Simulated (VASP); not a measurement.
# LiH (strained rocksalt): a PBE single-point calculation in VASP

INCAR

```
NELM = 120
LWAVE = .FALSE.
ENCUT = 520
ISMEAR = -1
NBANDS = 9
GGA = PE
NSW = 0
LCHARG = .FALSE.
EDIFF = 1E-7
LASPH = .TRUE.
PREC = Accurate
LREAL = .FALSE.
SIGMA = 0.02
IBRION = -1
ISIF = 2
```

KPOINTS

```
KPOINTS created by Atomic Simulation Environment
0
Gamma
10 10 10
0 0 0
```

KPOINTS_OPT

```
special points
7
Reciprocal
0.0000000000 0.0000000000 0.0000000000 1
0.5000000000 0.0000000000 0.5000000000 1
0.6250000000 0.2500000000 0.6250000000 1
0.3750000000 0.3750000000 0.7500000000 1
0.5000000000 0.5000000000 0.5000000000 1
0.5000000000 0.2500000000 0.7500000000 1
0.0000000000 0.5000000000 0.5000000000 1
```

POSCAR

```
Li H
 1.0000000000000000
     0.0000000000000000    1.9429049959000000    1.9429049959000000
     1.9429049959000000    0.0000000000000000    1.9429049959000000
     1.9429049959000000    1.9429049959000000    0.0000000000000000
 Li  H
   1   1
Cartesian
  0.0000000000000000  0.0000000000000000  0.0000000000000000
  1.9429049959000000  1.9429049959000000  1.9429049959000000
```

VASP ran with the recommended PBE PAW datasets (4 valence electrons in the cell).

Command

```
mpirun -np 1 vasp_std
```

From OUTCAR

```
k-points           NKPTS =     47   k-points in BZ     NKDIM =     47   number of bands    NBANDS=      9

   NELECT =       4.0000    total number of electrons

   dimension x,y,z NGX =    20 NGY =   20 NGZ =   20
   dimension x,y,z NGXF=    40 NGYF=   40 NGZF=   40

  energy-cutoff  :      520.00
  volume of cell :       14.67
      direct lattice vectors                 reciprocal lattice vectors
     0.000000000  1.942904996  1.942904996    -0.257346603  0.257346603  0.257346603
     1.942904996  0.000000000  1.942904996     0.257346603 -0.257346603  0.257346603
     1.942904996  1.942904996  0.000000000     0.257346603  0.257346603 -0.257346603

 k-points in reciprocal lattice and weights: KPOINTS created by Atomic Simulation Env
   0.00000000  0.00000000  0.00000000       0.001
   0.10000000  0.00000000  0.00000000       0.008
   0.20000000  0.00000000  0.00000000       0.008
   0.30000000  0.00000000  0.00000000       0.008
   0.40000000  0.00000000  0.00000000       0.008
   0.50000000  0.00000000  0.00000000       0.004
   0.10000000  0.10000000  0.00000000       0.006
   0.20000000  0.10000000  0.00000000       0.024
   ...

 E-fermi :   1.0700

 k-point     1 :       0.0000    0.0000    0.0000
  band No.  band energies     occupation
      1     -43.6711      2.00000
      2      -5.2430      2.00000
      3      17.8815      0.00000
      4      19.4175      0.00000
      5      19.4175      0.00000
      6      19.4175      0.00000
      7      24.3099      0.00000
      8      24.3099      0.00000
      9      24.3099      0.00000

 k-point     2 :       0.1000    0.0000    0.0000
  band No.  band energies     occupation
      1     -43.6646      2.00000
      2      -5.0609      2.00000
      3      16.1296      0.00000
      4      18.4779      0.00000
      5      18.9916      0.00000
      6      18.9916      0.00000
      7      23.7312      0.00000
      8      25.2217      0.00000
      9      25.2218      0.00000

 k-point     3 :       0.2000    0.0000    0.0000
  band No.  band energies     occupation
      1     -43.6481      2.00000
      2      -4.5300      2.00000
      3      12.5521      0.00000
      4      17.1672      0.00000
      5      18.3122      0.00000
      6      18.3122      0.00000
      7      24.6727      0.00000
      8      25.0345      0.00000
      9      25.0345      0.00000

 k-point     4 :       0.3000    0.0000    0.0000
  band No.  band energies     occupation
      1     -43.6279      2.00000
      2      -3.7105      2.00000
      3       9.1890      0.00000
      4      16.0382      0.00000
      5      17.9053      0.00000
      6      17.9053      0.00000
      7      22.8240      0.00000
      8      22.8240      0.00000
      9      26.3759      0.00000

 k-point     5 :       0.4000    0.0000    0.0000
  band No.  band energies     occupation
      1     -43.6114      2.00000
      2      -2.8099      2.00000
      3       6.6948      0.00000
      4      15.2968      0.00000
      5      17.8504      0.00000
      6      17.8504      0.00000
      7      21.2148      0.00000
      8      21.2148      0.00000
      9      28.4005      0.00000

 k-point     6 :       0.5000    0.0000    0.0000
  band No.  band energies     occupation
      1     -43.6051      2.00000
      2      -2.3597      2.00000
      3       5.7042      0.00000
      4      15.0405      0.00000
      5      17.9232      0.00000
      6      17.9232      0.00000
      7      20.5802      0.00000
      8      20.5802      0.00000
      9      29.5954      0.00000

 k-point     7 :       0.1000    0.1000    0.0000
  band No.  band energies     occupation
      1     -43.6626      2.00000
      2      -4.9976      2.00000
      3      16.4496      0.00000
      4      17.6423      0.00000
      5      17.6423      0.00000
      6      20.2962      0.00000
      7      21.4309      0.00000
      8      26.7518      0.00000
      9      26.7536      0.00000

 k-point     8 :       0.2000    0.1000    0.0000
  band No.  band energies     occupation
      1     -43.6495      2.00000
      2      -4.5724      2.00000
      3      13.7461      0.00000
      4      16.3162      0.00000
      5      16.5626      0.00000
      6      20.0029      0.00000
      7      21.7445      0.00000
      8      25.4394      0.00000
      9      28.1753      0.00000

 k-point     9 :       0.3000    0.1000    0.0000
  band No.  band energies     occupation
      1     -43.6306      2.00000
      2      -3.8242      2.00000
      3      10.2753      0.00000
      4      15.0160      0.00000
      5      15.9554      0.00000
      6      19.1600      0.00000
      7      23.4128      0.00000
      8      24.3778      0.00000
      9      26.1306      0.00000

 k-point    10 :       0.4000    0.1000    0.0000
  band No.  band energies     occupation
      1     -43.6129      2.00000
      2      -2.8923      2.00000
      3       7.4308      0.00000
      4      14.0072      0.00000
      5      15.8756      0.00000
      6      18.2408      0.00000
      7      23.0818      0.00000
      8      24.1636      0.00000
      9      26.6282      0.00000

 k-point    11 :       0.5000    0.1000    0.0000
  band No.  band energies     occupation
      1     -43.6032      2.00000
      2      -2.1967      2.00000
      3       5.8449      0.00000
      4      13.4135      0.00000
      5      16.3296      0.00000
      6      17.4864      0.00000
      7      22.7376      0.00000
      8      23.2091      0.00000
      9      29.1254      0.00000

 k-point    12 :      -0.4000    0.1000    0.0000
  band No.  band energies     occupation
      1     -43.6054      2.00000
      2      -2.3657      2.00000
      3       6.1984      0.00000
      4      13.2638      0.00000
      5      17.1081      0.00000
      6      17.2802      0.00000
      7      21.9247      0.00000
      8      24.0256      0.00000
      9      28.9312      0.00000

 k-point    13 :      -0.3000    0.1000    0.0000
  band No.  band energies     occupation
      1     -43.6184      2.00000
      2      -3.2169      2.00000
      3       8.3035      0.00000
      4      13.5374      0.00000
      5      17.2215      0.00000
      6      18.5697      0.00000
      7      21.8491      0.00000
      8      25.4071      0.00000
      9      26.7678      0.00000

 k-point    14 :      -0.2000    0.1000    0.0000
  band No.  band energies     occupation
      1     -43.6373      2.00000
      2      -4.1139      2.00000
      3      11.4514      0.00000
      4      14.2010      0.00000
      5      17.8048      0.00000
      6      19.6821      0.00000
      7      22.8801      0.00000
      8      24.7609      0.00000
      9      27.0136      0.00000

 k-point    15 :      -0.1000    0.1000    0.0000
  band No.  band energies     occupation
      1     -43.6549      2.00000
      2      -4.7591      2.00000
      3      14.7682      0.00000
      4      15.5817      0.00000
      5      18.5550      0.00000
      6      19.9260      0.00000
      7      23.5903      0.00000
      8      25.1059      0.00000
      9      25.1984      0.00000

 k-point    16 :       0.2000    0.2000    0.0000
  band No.  band energies     occupation
      1     -43.6410      2.00000
      2      -4.2410      2.00000
      3      13.5200      0.00000
      4      15.2134      0.00000
      5      15.2134      0.00000
      6      18.6792      0.00000
      7      19.8445      0.00000
      8      27.3099      0.00000
      9      30.6443      0.00000

 k-point    17 :       0.3000    0.2000    0.0000
  band No.  band energies     occupation
      1     -43.6255      2.00000
      2      -3.5575      2.00000
      3      10.9932      0.00000
      4      13.4351      0.00000
      5      14.3868      0.00000
      6      18.8850      0.00000
      7      19.8738      0.00000
      8      27.7641      0.00000
      9      30.0435      0.00000

 k-point    18 :       0.4000    0.2000    0.0000
  band No.  band energies     occupation
      1     -43.6093      2.00000
      2      -2.6125      2.00000
      3       8.1652      0.00000
      4      11.8208      0.00000
      5      14.1162      0.00000
      6      18.3358      0.00000
      7      22.1945      0.00000
      8      27.7873      0.00000
      9      27.9996      0.00000

 k-point    19 :       0.5000    0.2000    0.0000
  band No.  band energies     occupation
      1     -43.5983      2.00000
      2      -1.7204      2.00000
      3       6.1568      0.00000
      4      10.7842      0.00000
      5      14.4108      0.00000
      6      17.7189      0.00000
      7      24.9745      0.00000
      8      26.3314      0.00000
      9      28.5099      0.00000

 ...

  Total        0.3316843      0.3316843      0.3316843     -0.0000000      0.0000000      0.0000000
  in kB       36.2285369     36.2285369     36.2285369     -0.0000000      0.0000000      0.0000000
  external PRESSURE =      36.2285369 kB  Pullay stress =       0.0000000 kB

 POSITION                                       TOTAL-FORCE (eV/Angst)
 -----------------------------------------------------------------------------------
      0.00000      0.00000      0.00000         0.000000      0.000000      0.000000
      1.94290      1.94290      1.94290         0.000000      0.000000      0.000000
 -----------------------------------------------------------------------------------
    total drift:                                0.000000     -0.000000      0.000000

  FREE ENERGIE OF THE ION-ELECTRON SYSTEM (eV)
  ---------------------------------------------------
  free  energy   TOTEN  =        -6.1109586592 eV

  energy  without entropy=       -6.1109586592  energy(sigma->0) =       -6.11095866
```

- gap between bands v and c: 2.90 eV
- least direct gap: 2.90 eV
- pressure: 3.6 GPa

Band v is the last that the valence electrons fill when counted band by band, and c is the next.

The run took about 4.5 s on one core of a shared host (Intel Xeon Platinum 8488C) and held 0.12 GiB at most.
